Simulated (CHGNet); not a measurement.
# α-quartz-type GeO2 (metastable phase)

The numbers are results of the machine-learned potential CHGNet-r²SCAN (trained on r²SCAN data), not measurements.

Cell: relaxed at this level.

```yaml
lattice_constant_a: 4.945 Å
lattice_parameter_c: 5.676 Å
```

Measured, for comparison: lattice constant a 4.987 Å, lattice parameter c 5.652 Å (temperature not stated, no zero-point or thermal correction; as tabulated in Saito and Ono (2011), arXiv:1008.4998). Computed (rounded) less measured: lattice constant a -0.8 %, lattice parameter c +0.4 %. A static lattice is as a rule a little smaller and stiffer than an uncorrected measurement, which can account for part of this.

A machine-learned potential is trained on density-functional data: it inherits that level's misses and adds fitting errors of its own.

Note: the model gives imaginary modes for this phase (in the spectrum interpolated from a supercell).
